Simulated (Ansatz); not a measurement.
# Thickness series of a HfN/AlN/TaN junction, part 6 of 9

Wanted: T(E), the conductance and its decay constant for HfN/AlN/TaN. The lower electrode is HfN rock salt(001), the upper one TaN rock salt(001); the barrier is AlN zinc blende(001) (N and N faces). In the first transport cell, after relaxation, the nearest pair of electrode and barrier is Hf–N at 2.28 Å, at a slant, at the lower face and Ta–N at 2.17 Å, at a slant, at the upper one. All share a net of side 3.203 Å, which strains the lower electrode by +0.0 %, the upper one by +2.5 % and the barrier by +2.9 %, against typed lattice constants near PBE's. The first steps treat the bulk electrodes alone.

Ansatz 0.2.0; PBE DFT, plane waves, PAW files (the session's first sound run).

So far, transmission at the Fermi level (a spin, zone mean): step 5 (T(E) of the junction) 4.7e-5; step 6 (53 atoms, atomic planes in the barrier 5, gap between the …) 0.00331. Also channels of the lower lead: step 5 1.44.

### Step 7. Conductance, atomic planes in the barrier 7, gap between the electrodes 10.18 Å

Level of this step: PBE DFT, plane waves, PAW files; ballistic transmission by layer matching between semi-infinite leads (Ansatz).

System of this step: HfN/AlN/TaN. The cell holds 55 atoms: 28 N, 12 Hf, 3 Al and 12 Ta. Its edges and angles: a = 3.203 Å, b = 3.203 Å, c = 73.523 Å, α = 90.0°, β = 90.0°, γ = 90.0°. Regions: left electrode, 24 atoms (12 N and 12 Hf); barrier, 7 atoms (4 N and 3 Al); right electrode, 24 atoms (12 N and 12 Ta). Vacuum lies along c.

Barrier layers are added or taken out in the middle, and the relaxed faces stay.

Input file input.yaml:

```yaml
crystal:
  lattice:
    - [3.203, 0.0, 0.0]
    - [0.0, 3.203, 0.0]
    - [0.0, 0.0, 73.5229196881]
  atoms:
    - { symbol: "N", position: [0.5, 0.5, 0.0952084062] }
    - { symbol: Hf, position: [0.0, 0.0, 0.0952084062] }
    - { symbol: "N", position: [0.0, 0.0, 0.1261786948] }
    - { symbol: Hf, position: [0.5, 0.5, 0.1261786948] }
    - { symbol: "N", position: [0.5, 0.5, 0.1571489835] }
    - { symbol: Hf, position: [0.0, 0.0, 0.1571489835] }
    - { symbol: "N", position: [0.0, 0.0, 0.1881192721] }
    - { symbol: Hf, position: [0.5, 0.5, 0.1881192721] }
    - { symbol: "N", position: [0.5, 0.5, 0.2190895608] }
    - { symbol: Hf, position: [0.0, 0.0, 0.2190895608] }
    - { symbol: "N", position: [0.0, 0.0, 0.2500598494] }
    - { symbol: Hf, position: [0.5, 0.5, 0.2500598494] }
    - { symbol: "N", position: [0.5, 0.5, 0.2810301381] }
    - { symbol: Hf, position: [0.0, 0.0, 0.2810301381] }
    - { symbol: "N", position: [0.0, 0.0, 0.3120004267] }
    - { symbol: Hf, position: [0.5, 0.5, 0.3120004267] }
    - { symbol: "N", position: [0.5, 0.5, 0.3429707154] }
    - { symbol: Hf, position: [0.0, 0.0, 0.3429707154] }
    - { symbol: "N", position: [0.0, 0.0, 0.373941004] }
    - { symbol: Hf, position: [0.5, 0.5, 0.373941004] }
    - { symbol: "N", position: [0.5, 0.5, 0.4049112927] }
    - { symbol: Hf, position: [0.0, 0.0, 0.4049112927] }
    - { symbol: "N", position: [0.0, 0.0, 0.4336406287] }
    - { symbol: Hf, position: [0.5, 0.5, 0.4426792054] }
    - { symbol: "N", position: [0.5, 0.0, 0.464726864] }
    - { symbol: Al, position: [0.5, 0.5, 0.4807225137] }
    - { symbol: "N", position: [0.0, 0.5, 0.4951604523] }
    - { symbol: Al, position: [0.0, 0.0, 0.5096806534] }
    - { symbol: "N", position: [0.5, 0.0, 0.5241103789] }
    - { symbol: Al, position: [0.5, 0.5, 0.5387411107] }
    - { symbol: "N", position: [0.0, 0.5, 0.5529091269] }
    - { symbol: "N", position: [0.5, 0.5, 0.5804823517] }
    - { symbol: Ta, position: [0.0, 0.0, 0.5727931125] }
    - { symbol: "N", position: [0.0, 0.0, 0.6067947034] }
    - { symbol: Ta, position: [0.5, 0.5, 0.6067947034] }
    - { symbol: "N", position: [0.5, 0.5, 0.6365943925] }
    - { symbol: Ta, position: [0.0, 0.0, 0.6365943925] }
    - { symbol: "N", position: [0.0, 0.0, 0.6663940815] }
    - { symbol: Ta, position: [0.5, 0.5, 0.6663940815] }
    - { symbol: "N", position: [0.5, 0.5, 0.6961937705] }
    - { symbol: Ta, position: [0.0, 0.0, 0.6961937705] }
    - { symbol: "N", position: [0.0, 0.0, 0.7259934596] }
    - { symbol: Ta, position: [0.5, 0.5, 0.7259934596] }
    - { symbol: "N", position: [0.5, 0.5, 0.7557931486] }
    - { symbol: Ta, position: [0.0, 0.0, 0.7557931486] }
    - { symbol: "N", position: [0.0, 0.0, 0.7855928377] }
    - { symbol: Ta, position: [0.5, 0.5, 0.7855928377] }
    - { symbol: "N", position: [0.5, 0.5, 0.8153925267] }
    - { symbol: Ta, position: [0.0, 0.0, 0.8153925267] }
    - { symbol: "N", position: [0.0, 0.0, 0.8451922158] }
    - { symbol: Ta, position: [0.5, 0.5, 0.8451922158] }
    - { symbol: "N", position: [0.5, 0.5, 0.8749919048] }
    - { symbol: Ta, position: [0.0, 0.0, 0.8749919048] }
    - { symbol: "N", position: [0.0, 0.0, 0.9047915938] }
    - { symbol: Ta, position: [0.5, 0.5, 0.9047915938] }
kpoints:
  mp_grid: { grid: [8, 8, 1] }
scf:
  occupations: { method: fermi_dirac, width: 0.1 }
  max_iter: 150
hamiltonian:
  xc: pbe
output:
  transmission:
    kmesh: [26, 26]
    e_range: [-0.26, 0.27]
    de: 0.0375
    leads: [[10, 12], [43, 45]]
```

Started as:

```sh
$ ansatz run input.yaml --threads 8 --pin off --max-ram 24576MiB --backend cpu --events-out ev --progress --plain --runs-dir out
```

Numbers of over 12 decimals in the logs are rounded to 6 here.

Output:

```text
[...]
Crystal: 55 atoms, lattice volume = 754.287 Å³
Basis set: ecut = 420 eV, 14765 PW (Γ)
Bands: 371, of which v1, the nominal top of the filled ones, is band 309 counted from 1 (308 counted from 0)
Symmetry: 4 space group operations
[...]
k-points: 25 of 64
[...]
SCF iter   1: F=—  HF=-320272.655125 eV  |F-HF|=—  |Δ(HF+E_count)|=         —  Δρ=1.02e-2  dr2=4.59e2  ethr=1.77e-3  ⟨swp⟩=6.9  Hψ=38901  notcnv=0  defer=144
[...]
SCF iter  12: F=-320271.973154 eV  HF=-320271.973154 eV  |F-HF|=7.96e-8  |Δ(HF+E_count)|=   1.60e-8  Δρ=1.33e-6  dr2=8.59e-8  ethr=1.62e-11  ⟨swp⟩=12.8  Hψ=42212  notcnv=0
SCF 1 converged in 12 iterations: F = -320271.973154 eV  dr2 = 8.59e-8
[...]
transmission: 1103 of 10976 steps passed
transmission: 2199 of 10976 steps passed
[...]
transmission: 10976 of 10976 steps passed
SCF converged after 12 iterations
Free energy (F): -320271.973154 eV
[...]
Internal energy: -320271.249130 eV  (E = F + TS)
E sigma→0 (E₀):  -320271.611142 eV
Entropy (-TS):   -0.724024 eV (-13.164 meV/atom)
Fermi energy:    16.256812 eV
[...]
--- Band table (eV; the first three rows and the last of 25) ---
  k-point 0: bands = [... 305 lower, 14.2247, 14.2800, 14.4063, 14.4664, 14.4671, 14.4907, 14.8341, 15.0527, ... 58 higher]
  k-point 1: bands = [... 305 lower, 14.6026, 14.6429, 14.8748, 14.8879, 14.9730, 15.0321, 15.0731, 15.2334, ... 58 higher]
  k-point 2: bands = [... 305 lower, 15.6182, 15.6914, 15.7522, 15.8827, 15.8886, 15.9360, 16.0171, 16.1211, ... 58 higher]
  k-point 24: bands = [... 305 lower, 15.0355, 15.4081, 15.4347, 15.4395, 15.4743, 15.6688, 16.3195, 16.3259, ... 58 higher]
--- Transmission ---
  basis      : 89 plane waves across, 56 finite elements along
  points     : 196, standing for a mesh of 26 x 26
[...]
filled         : 6.8 meV under the level at which it is neutral
    channels       : 1.431953e0 a spin
[...]
slowest decay  : 0.1456 /Å at (0.0385, 0.3077)
[...]
filled         : 3.4 meV under the level at which it is neutral
    channels       : 1.991124e0 a spin
[...]
slowest decay  : 0.0234 /Å at (0.2308, 0.1923)
  junction   : crystal 0 to crystal 1, 18.83 to 53.77 Å
    transmission   : 2.413708e-4 a spin
[...]
resistance     : 6.4352e0 Ω µm² beyond half of each lead's own
```

It took 11 min on 8 threads of Arm Neoverse V2, shared host; peak memory 12 GiB.

This step gave:

```
free energy                                         : -320271.9732 eV
Fermi energy                                        : 16.26 eV
transmission at the Fermi level (a spin, zone mean) : 2.41e-4
potential step in the lower lead                    : 11.5 meV
potential step in the upper lead                    : 11.8 meV
junction conductance                                : 1.55e11 S/m²
error estimates by source, in the log's order       : 0.4, 0.2, 18.4, 22.9, 0.2 %
resistance-area product beyond the leads            : 6.435 Ω um²
```

One spin. Table of transmission, zone mean by energy, zero at the Fermi level:

| energy (eV) | transmission, zone mean |
| --- | --- |
| -0.260 | 3.6e-4 |
| -0.223 | 3.4e-4 |
| -0.185 | 3.0e-4 |
| -0.147 | 2.9e-4 |
| -0.110 | 2.6e-4 |
| -0.072 | 2.0e-4 |
| -0.035 | 1.9e-4 |
| 0.003 | 2.4e-4 |
| 0.040 | 2.0e-4 |
| 0.077 | 1.8e-4 |
| 0.115 | 1.6e-4 |
| 0.152 | 1.4e-4 |
| 0.190 | 1.3e-4 |
| 0.228 | 1.2e-4 |
| 0.265 | 1.0e-4 |

One spin. Open channels, zone mean against energy, zero at the Fermi level:

| energy (eV) | lower lead | upper lead |
| --- | --- | --- |
| -0.260 | 1.30 | 1.86 |
| -0.223 | 1.30 | 1.90 |
| -0.185 | 1.33 | 1.98 |
| -0.147 | 1.37 | 1.92 |
| -0.110 | 1.38 | 1.94 |
| -0.072 | 1.36 | 1.95 |
| -0.035 | 1.36 | 1.97 |
| 0.003 | 1.43 | 1.99 |
| 0.040 | 1.41 | 1.97 |
| 0.077 | 1.43 | 2.04 |
| 0.115 | 1.44 | 2.09 |
| 0.152 | 1.40 | 2.07 |
| 0.190 | 1.44 | 2.10 |
| 0.228 | 1.41 | 2.09 |
| 0.265 | 1.44 | 2.06 |

Transmission over k1 and k2. At 0.0025 eV from the Fermi level.

Ten even steps from '_' (0.00 × 1e-3) to '@' (4.81 × 1e-3):
```
____________..::::..______________..::::..__________
______________......______________......____________
____________________________________________________
____________________________________________________
____________________________________________________
____________________________________________________
____________________________________________________
____________________________________________________
________________________..::..______________________
________________________@@__@@______________________
__________________..::..______..::..________________
______________..__++@@__________@@++__..____________
__________________@@______________@@________________
______________..__++@@__________@@++__..____________
__________________..::..______..::..________________
________________________@@__@@______________________
________________________..::..______________________
____________________________________________________
____________________________________________________
____________________________________________________
____________________________________________________
____________________________________________________
____________________________________________________
______________......______________......____________
____________..::::..______________..::::..__________
____________..::::..______________..::::..__________
```
Columns: k1 (b1) from -0.5 to 0.462; rows upwards: k2 (b2) from -0.5 to 0.462.

G = 1.6e11 S/m² (1/G = 6.44 Ω µm²), 0.080 times the step before of this kind. The largest error estimate is 23 %, from the leads' potential steps. In the worse lead the potential repeats within 12 meV, which the program lets pass, though it still puts 23 % of error on the junction's conductance through them.

### Step 8. Conductance on a fine mesh, 57 atoms

System of this step: HfN/AlN/TaN. The cell holds 57 atoms: 29 N, 12 Hf, 4 Al and 12 Ta. Its edges and angles: a = 3.203 Å, b = 3.203 Å, c = 75.650 Å, α = 90.0°, β = 90.0°, γ = 90.0°. Regions: left electrode, 24 atoms (12 N and 12 Hf); barrier, 9 atoms (5 N and 4 Al); right electrode, 24 atoms (12 N and 12 Ta). Vacuum lies along c.

Barrier layers are added or taken out in the middle, and the relaxed faces stay.

Input file input.yaml:

```yaml
crystal:
  lattice:
    - [3.203, 0.0, 0.0]
    - [0.0, 3.203, 0.0]
    - [0.0, 0.0, 75.6501153489]
  atoms:
    - { symbol: "N", position: [0.5, 0.5, 0.0925312535] }
    - { symbol: Hf, position: [0.0, 0.0, 0.0925312535] }
    - { symbol: "N", position: [0.0, 0.0, 0.1226306927] }
    - { symbol: Hf, position: [0.5, 0.5, 0.1226306927] }
    - { symbol: "N", position: [0.5, 0.5, 0.1527301318] }
    - { symbol: Hf, position: [0.0, 0.0, 0.1527301318] }
    - { symbol: "N", position: [0.0, 0.0, 0.182829571] }
    - { symbol: Hf, position: [0.5, 0.5, 0.182829571] }
    - { symbol: "N", position: [0.5, 0.5, 0.2129290102] }
    - { symbol: Hf, position: [0.0, 0.0, 0.2129290102] }
    - { symbol: "N", position: [0.0, 0.0, 0.2430284494] }
    - { symbol: Hf, position: [0.5, 0.5, 0.2430284494] }
    - { symbol: "N", position: [0.5, 0.5, 0.2731278885] }
    - { symbol: Hf, position: [0.0, 0.0, 0.2731278885] }
    - { symbol: "N", position: [0.0, 0.0, 0.3032273277] }
    - { symbol: Hf, position: [0.5, 0.5, 0.3032273277] }
    - { symbol: "N", position: [0.5, 0.5, 0.3333267669] }
    - { symbol: Hf, position: [0.0, 0.0, 0.3333267669] }
    - { symbol: "N", position: [0.0, 0.0, 0.3634262061] }
    - { symbol: Hf, position: [0.5, 0.5, 0.3634262061] }
    - { symbol: "N", position: [0.5, 0.5, 0.3935256452] }
    - { symbol: Hf, position: [0.0, 0.0, 0.3935256452] }
    - { symbol: "N", position: [0.0, 0.0, 0.4214471448] }
    - { symbol: Hf, position: [0.5, 0.5, 0.4302315669] }
    - { symbol: "N", position: [0.5, 0.0, 0.4516592704] }
    - { symbol: Al, position: [0.5, 0.5, 0.4672051404] }
    - { symbol: "N", position: [0.0, 0.5, 0.4812371005] }
    - { symbol: Al, position: [0.0, 0.0, 0.49534901] }
    - { symbol: "N", position: [0.5, 0.0, 0.5093484893] }
    - { symbol: Al, position: [0.5, 0.5, 0.5234678787] }
    - { symbol: "N", position: [0.0, 0.5, 0.5374918567] }
    - { symbol: Al, position: [0.0, 0.0, 0.5517111889] }
    - { symbol: "N", position: [0.5, 0.0, 0.5654808164] }
    - { symbol: "N", position: [0.0, 0.0, 0.5922787133] }
    - { symbol: Ta, position: [0.5, 0.5, 0.5848056869] }
    - { symbol: "N", position: [0.5, 0.5, 0.6178511915] }
    - { symbol: Ta, position: [0.0, 0.0, 0.6178511915] }
    - { symbol: "N", position: [0.0, 0.0, 0.646812947] }
    - { symbol: Ta, position: [0.5, 0.5, 0.646812947] }
    - { symbol: "N", position: [0.5, 0.5, 0.6757747025] }
    - { symbol: Ta, position: [0.0, 0.0, 0.6757747025] }
    - { symbol: "N", position: [0.0, 0.0, 0.704736458] }
    - { symbol: Ta, position: [0.5, 0.5, 0.704736458] }
    - { symbol: "N", position: [0.5, 0.5, 0.7336982135] }
    - { symbol: Ta, position: [0.0, 0.0, 0.7336982135] }
    - { symbol: "N", position: [0.0, 0.0, 0.762659969] }
    - { symbol: Ta, position: [0.5, 0.5, 0.762659969] }
    - { symbol: "N", position: [0.5, 0.5, 0.7916217245] }
    - { symbol: Ta, position: [0.0, 0.0, 0.7916217245] }
    - { symbol: "N", position: [0.0, 0.0, 0.82058348] }
    - { symbol: Ta, position: [0.5, 0.5, 0.82058348] }
    - { symbol: "N", position: [0.5, 0.5, 0.8495452355] }
    - { symbol: Ta, position: [0.0, 0.0, 0.8495452355] }
    - { symbol: "N", position: [0.0, 0.0, 0.878506991] }
    - { symbol: Ta, position: [0.5, 0.5, 0.878506991] }
    - { symbol: "N", position: [0.5, 0.5, 0.9074687465] }
    - { symbol: Ta, position: [0.0, 0.0, 0.9074687465] }
kpoints:
  mp_grid: { grid: [8, 8, 1] }
scf:
  occupations: { method: fermi_dirac, width: 0.1 }
  max_iter: 150
hamiltonian:
  xc: pbe
output:
  transmission:
    kmesh: [26, 26]
    e_range: [-0.26, 0.27]
    de: 0.0375
    leads: [[10, 12], [45, 47]]
```

Output:

```text
[...]
Crystal: 57 atoms, lattice volume = 776.110 Å³
Basis set: ecut = 420 eV, 15205 PW (Γ)
Bands: 375, of which v1, the nominal top of the filled ones, is band 313 counted from 1 (312 counted from 0)
Symmetry: 4 space group operations
[...]
k-points: 25 of 64
[...]
channels       : 1.431953e0 a spin
[...]
slowest decay  : 0.1456 /Å at (0.3077, 0.0385)
[...]
filled         : 3.2 meV under the level at which it is neutral
    channels       : 1.991124e0 a spin
[...]
slowest decay  : 0.0234 /Å at (0.2308, 0.1923)
  junction   : crystal 0 to crystal 1, 18.83 to 55.90 Å
    transmission   : 5.916540e-5 a spin
[...]
resistance     : 2.9440e1 Ω µm² beyond half of each lead's own
[key lines of the parts left out:]
SCF converged after 13 iterations
Free energy (F): -321196.156769 eV
Fermi energy:    16.029706 eV
```

It took 12 min on 8 threads; peak memory 12 GiB.

G = 3.4e10 S/m² (1/G = 29.4 Ω µm²), 0.22 times the step before of this kind. The largest error estimate is 38 %, from the leads' potential steps. In the worse lead the potential repeats within 12 meV, which the program lets pass, though it still puts 38 % of error on the junction's conductance through them.

(Part 6 of 9 ends here.)

[Logs are printed without paths, hosts, clocks, repeated set-up lines and the standing remarks that a program may print on its own settings, such as how far it seeks lower states.]

[Hosts, paths, dates, database ids (printed as entryN), source tags and the programs' standing remarks are cut or masked in the printed files.]
